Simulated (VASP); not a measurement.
# Pd (Im-3m) in VASP: a series of runs

The runs below take Pd through single point, with PBE.

All numbers are computed with VASP 6.6.1; they aren't measurements. Logs are shortened: lines on timing, memory, paths and dates and some standing lists are left out, and cuts for length are marked.

## Step 1: The crystal as given

Symmetry: Im-3m, No. 229, cubic system. The conventional cell has a = 3.145 Å, b = 3.145 Å, c = 3.145 Å, α = 90.00°, β = 90.00°, γ = 90.00°. Pd (site symmetry m-3m) is surrounded by 8 Pd at 2.72 Å.

This isn't the form of Pd at room conditions, which is fcc.

## Step 2: Single point, PBE

INCAR

```
SYSTEM = Pd
PREC = Accurate ; ENCUT = 460
EDIFF = 1E-6 ; ISMEAR = 0
SIGMA = 0.1 ; LREAL = .FALSE.
LASPH = .TRUE. ; NELM = 100
ALGO = Normal ; ISIF = 2
LWAVE = .FALSE. ; LCHARG = .FALSE.
GGA = PE ; ADDGRID = .FALSE.
```

KPOINTS

```
Automatic mesh
0
G
  18 18 18
  0 0 0
```

POSCAR

```
Pd
1.0
   -1.5722810000      1.5722810000      1.5722810000
    1.5722810000     -1.5722810000      1.5722810000
    1.5722810000      1.5722810000     -1.5722810000
Pd
1
Direct
    0.0000000000      0.0000000000      0.0000000000
```

Potentials or basis: VASP PAW PBE potentials, release 64 (Pd).

Launch:

```sh
> cat potpaw_PBE.64/Pd/POTCAR > POTCAR
> mpirun -np 1 vasp_std > vasp.out
```

OUTCAR:

```text
SYSTEM = Pd
   PREC = Accurate
   ENCUT = 460
   EDIFF = 1E-6
   ISMEAR = 0
   LREAL = .FALSE.
   LASPH = .TRUE.
   NELM = 100
   ISIF = 2
   GGA = PE

 Found    195 irreducible k-points:

 Following reciprocal coordinates:
            Coordinates               Weight
  0.000000  0.000000  0.000000      1.000000
  0.055556  0.000000  0.000000     12.000000
  0.111111  0.000000  0.000000     12.000000
  0.166667  0.000000  0.000000     12.000000
  0.222222  0.000000  0.000000     12.000000
  0.277778  0.000000  0.000000     12.000000
   k-points           NKPTS =    195   k-points in BZ     NKDIM =    195   number of bands    NBANDS=      9
   number of dos      NEDOS =    301   number of ions     NIONS =      1
   total plane-waves  NPLWV =   8000
   dimension x,y,z NGX =    20 NGY =   20 NGZ =   20
   dimension x,y,z NGXF=    40 NGYF=   40 NGZF=   40
   ions per type =               1
   NGX,Y,Z   is equivalent  to a cutoff of  12.21, 12.21, 12.21 a.u.
   NGXF,Y,Z  is equivalent  to a cutoff of  24.42, 24.42, 24.42 a.u.
 SYSTEM =  Pd
   PREC   = accura    normal or accurate (medium, high low for compatibility)
   ISTART =      0    job   : 0-new  1-cont  2-samecut
   ICHARG =      2    charge: 1-file 2-atom 10-const
   ISPIN  =      1    spin polarized calculation?
   LNONCOLLINEAR =      F non collinear calculations
   LSORBIT =      F    spin-orbit coupling
   LASPH  =      T    aspherical Exc in radial PAW
   ENCUT  =  460.0 eV  33.81 Ry    5.81 a.u.   4.76  4.76  4.76*2*pi/ulx,y,z
   NELM   =    100;   NELMIN=  2; NELMDL= -5     # of ELM steps
   EDIFF  = 0.1E-05   stopping-criterion for ELM
   LREAL  =      F    real-space projection
   EDIFFG = 0.1E-04   stopping-criterion for IOM
   NSW    =      0    number of steps for IOM
   IBRION =     -1    ionic relax: 0-MD 1-quasi-New 2-CG
   NFREE  =      0    steps in history (QN), initial steepest desc. (CG)
   ISIF   =      2    stress and relaxation
   ISYM   =      2    0-nonsym 1-usesym 2-fastsym
   POTIM  = 0.5000    time-step for ionic-motion
   TEBEG  =    0.0;   TEEND  =   0.0 temperature during run
   PSTRESS=    0.0 pullay stress
   NELECT =      10.0000    total number of electrons
   NUPDOWN=      -1.0000    fix difference up-down
   EMIN   =  10.00;   EMAX   =-10.00  energy-range for DOS
   EFERMI =   0.00;   METHOD = LEGACY
   ISMEAR =     0;   SIGMA  =   0.10  broadening in eV -4-tet -1-fermi 0-gaus
   EFERMI_NEDOS =   21; number of points for ismear=-14 and -15
   IALGO  =     38    algorithm
   IMIX   =      4    mixing-type and parameters
     AMIX     =   0.40;   BMIX     =  1.00
     AMIX_MAG =   1.60;   BMIX_MAG =  1.00
  volume/ion in A,a.u.               =      15.55       104.92
  Fermi-wavevector in a.u.,A,eV,Ry     =   1.413160  2.670485 27.171123  1.997021
  Thomas-Fermi vector in A             =   2.534834
   LORBIT       =      0    0 simple, 1 ext, 2 COOP (PROOUT), +10 PAW based schemes
   GGA     = PE    functional components
   LHFCALC =     F    Hartree Fock is set to
   AEXX    =    0.0000 exact exchange contribution
   IVDW    =     0    specifies the selected vdW correction
   LEPSILON=     F    determine dielectric tensor
   LRPA    =     F    only Hartree local field effects (RPA)
 non-spin polarized calculation
 Gauss-broadening in eV      SIGMA  =   0.10
  energy-cutoff  :      460.00
  volume of cell :       15.55
 maximum number of plane-waves:       370
   NGX =  9   NGY =  9   NGZ =  9

 number of electron      10.0000005 magnetization

 Free energy of the ion-electron system (eV)
  ---------------------------------------------------
  ext. energy  EPLUGINS =         0.00000000
  ---------------------------------------------------
  free energy    TOTEN  =        -5.17819231 eV

  energy without entropy =       -5.17161883  energy(sigma->0) =       -5.17490557

 E-fermi :   8.9170     XC(G=0): -12.8538

 val. band max:        8.9040480216   @ k =  -0.4444  -0.4444   0.3333
 cond. band min:       8.9227943321   @ k =   0.5000   0.5000   0.4444
 fundamental gap:      0.0187463104
 Fermi energy:         8.9170465119

 k-point     1 :       0.0000    0.0000    0.0000
  band No.  band energies     occupation
      1       2.1891      2.00000
      2       6.1913      2.00000
      3       6.1913      2.00000
      4       6.1913      2.00000
      5       8.0343      2.00000
      6       8.0343      2.00000
      7      28.1926      0.00000
      8      28.1926      0.00000
      9      28.1926      0.00000

 k-point     2 :       0.0556    0.0000    0.0000
  band No.  band energies     occupation
      1       2.3028      2.00000
      2       6.1541      2.00000
      3       6.1932      2.00000
      4       6.2697      2.00000
      5       7.9904      2.00000
      6       8.0370      2.00000
      7      28.1048      0.00000
      8      28.2071      0.00000
      9      28.3235      0.00000

 k-point     3 :       0.1111    0.0000    0.0000
  band No.  band energies     occupation
      1       2.6321      2.00000
      2       6.0486      2.00000
      3       6.1965      2.00000
      4       6.5005      2.00000
      5       7.8839      2.00000
      6       8.0461      2.00000
      7      27.7028      0.00000
      8      28.1499      0.00000
      9      28.7015      0.00000

 k-point     4 :       0.1667    0.0000    0.0000
  band No.  band energies     occupation
      1       3.1322      2.00000
      2       5.8912      2.00000
      3       6.2100      2.00000
      4       6.8693      2.00000
      5       7.7770      2.00000
      6       8.0634      2.00000
      7      26.6790      0.00000
      8      27.7713      0.00000
      9      29.2841      0.00000

 k-point     5 :       0.2222    0.0000    0.0000
  band No.  band energies     occupation
      1       3.6885      2.00000
      2       5.7045      2.00000
      3       6.3163      2.00000
      4       7.3504      2.00000
      5       7.7291      2.00000
      6       8.0907      2.00000
      7      24.9822      0.00000
      8      26.9965      0.00000
      9      30.0032      0.00000

 k-point     6 :       0.2778    0.0000    0.0000
  band No.  band energies     occupation
      1       4.0812      2.00000
      2       5.5130      2.00000
      3       6.7299      2.00000
      4       7.7582      2.00000
      5       7.9040      2.00000
      6       8.1272      2.00000
      7      22.9181      0.00000
      8      26.0632      0.00000
      9      30.0793      0.00000

 [... further k-points ...]

------------------------ aborting loop because EDIFF is reached ----------------------------------------

  FORCE on cell =-STRESS in cart. coord.  units (eV):
  Direction    XX          YY          ZZ          XY          YZ          ZX
  --------------------------------------------------------------------------------------
  -------------------------------------------------------------------------------------
  Total       -0.1313843     -0.1313843     -0.1313843     -0.0000000     -0.0000000     -0.0000000
  in kB      -13.5395247    -13.5395247    -13.5395247     -0.0000000     -0.0000000     -0.0000000
  external PRESSURE =     -13.5395247 kB  Pullay stress =       0.0000000 kB

 VOLUME and BASIS-vectors are now :
 -----------------------------------------------------------------------------
  energy-cutoff  :      460.00
  volume of cell :       15.55
      direct lattice vectors                 reciprocal lattice vectors
    -1.572281000  1.572281000  1.572281000     0.000000000  0.318009313  0.318009313
     1.572281000 -1.572281000  1.572281000     0.318009313  0.000000000  0.318009313
     1.572281000  1.572281000 -1.572281000     0.318009313  0.318009313  0.000000000

 POSITION                                       TOTAL-FORCE (eV/Angst)
 -----------------------------------------------------------------------------------
      0.00000      0.00000      0.00000         0.000000     -0.000000     -0.000000
 -----------------------------------------------------------------------------------
    total drift:                                0.000000      0.000000      0.000000

  FREE ENERGIE OF THE ION-ELECTRON SYSTEM (eV)
  ---------------------------------------------------
  free  energy   TOTEN  =        -5.1781923143 eV

  energy  without entropy=       -5.1716188343  energy(sigma->0) =       -5.17490557
```

Run time: 18 s. Hardware: 1 thread of Intel Xeon Platinum 8375C at 2.90GHz (Ice Lake), shared host; peak memory 0.14 GiB.

These settings aren't checked as converged: the numbers below hold their error.

What came out:

| Item | Value |
| --- | --- |
| Free energy | -5.1782 eV |
| Pressure | -1.4 GPa |
| Band gap on the k mesh | none (metal or under the smearing width) |

## Step 3: Single point, PBE

INCAR is that of step 2.

KPOINTS is that of step 2.

POSCAR

```
Pd
1.0
   -1.5345420000      1.5703810000      1.5719130000
    1.5565800000     -1.5514420000      1.5750130000
    1.5718420000      1.5887420000     -1.5529740000
Pd
1
Direct
    0.0275280000      0.0634310000      0.0341390000
```

Potentials or basis: VASP PAW PBE potentials, release 64 (Pd).

Launch:

```sh
> cat potpaw_PBE.64/Pd/POTCAR > POTCAR
> mpirun -np 1 vasp_std > vasp.out
```

It took 4.8 min on 1 thread of Intel Xeon Platinum 8375C at 2.90GHz (Ice Lake), shared host; peak memory 0.47 GiB.

These settings aren't checked as converged: the numbers below hold their error.

Results:

| Property | Result |
| --- | --- |
| Free energy | -5.1746 eV |
| Pressure | -1.2 GPa |
| Band gap on the k mesh | none (metal or under the smearing width) |

## Step 4: Single point, PBE

INCAR, as its differences from that of step 3:

```diff
@@ -1,3 +1,3 @@
 SYSTEM = Pd
-PREC = Accurate ; ENCUT = 460
+PREC = Accurate ; ENCUT = 520
 EDIFF = 1E-6 ; ISMEAR = 0
```

KPOINTS is that of step 3.

POSCAR

```
Pd
1.0
   -1.5722810000      1.5722810000      1.5722810000
    1.5722810000     -1.5722810000      1.5722810000
    1.5722810000      1.5722810000     -1.5722810000
Pd
1
Direct
    0.0000000000      0.0000000000      0.0000000000
```

Launch:

```sh
> cat potpaw_PBE.64/Pd/POTCAR > POTCAR
> mpirun -np 1 vasp_std > vasp.out
```

Wall time 32 s (1 thread of Intel Xeon Platinum 8375C at 2.90GHz (Ice Lake), shared host); peak memory 0.14 GiB.

These settings aren't checked as converged: the numbers below hold their error.

Results:

```
Free energy            : -5.1782 eV
Pressure               : -1.4 GPa
Band gap on the k mesh : none (metal or under the smearing width)
```

## Step 5: For comparison

An earlier run on the cell as given: functional PBEsol; potentials or basis VASP PAW PBE potentials, release 64 (Pd); cutoff 520 eV; k mesh 12 × 12 × 12; occupations fermi-dirac, width 0.05 eV; no spin polarisation.

- Pressure: -10.3 GPa
- Band gap on the k mesh: none (metal or under the smearing width)
